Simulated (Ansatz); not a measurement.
# From formation energies to a reaction energy: Sn2Se

Level of theory: Ansatz, DFT PBE, scalar-relativistic, plane waves, PAW. Settings: cutoff 420 eV, Γ-centred meshes spaced at most about 0.3 Å⁻¹, and about 0.25 Å⁻¹ or finer for metals (2π included), Gaussian smearing. No spin polarisation.

The zero of energy is the elements' standard structures at the same level; no fitted shifts are applied. The references include grey tin.

These are static total energies at zero pressure. Weakly bound directions are ill-defined at this level, which has no dispersion term (SnSe Pnma). The reference form of Se is held partly by dispersion forces, which this level lacks.

A trial structure of Sn2Se (reached from: Ta2Se type (P4/nmm); relaxed: space group P4/nmm (No. 129), a = 4.265 Å, c = 9.279 Å) has a formation energy of -0.214 eV/atom. At its composition the lowest mixture among the elements and 2 reference phases computed alike (others may be missing) consists of these:

```json
{"phase": "Sn (solid)", "source": "element", "ΔE_f (eV/atom)": "0.000"}
{"phase": "SnSe (Pnma)", "source": "Materials Project", "ΔE_f (eV/atom)": "-0.438"}
```

Task: Write the balanced decomposition and find its energy per atom, per formula unit and per mole of formula units.

Result: Balancing Sn and Se gives Sn2Se → Sn + SnSe. The left side holds 3 atoms, and the products take 1/3 (Sn) and 2/3 (SnSe) of them. The mixture therefore lies at 1/3 × (0.000) + 2/3 × (-0.438) = -0.292 eV/atom. The reaction energy is -0.292 − (-0.214) = -0.078 eV/atom. Times 3 atoms that is -0.234 eV per Sn2Se, and times 96.485 it is -23 kJ per mole of Sn2Se. Decomposition is downhill, so the trial structure is unstable against this mixture.
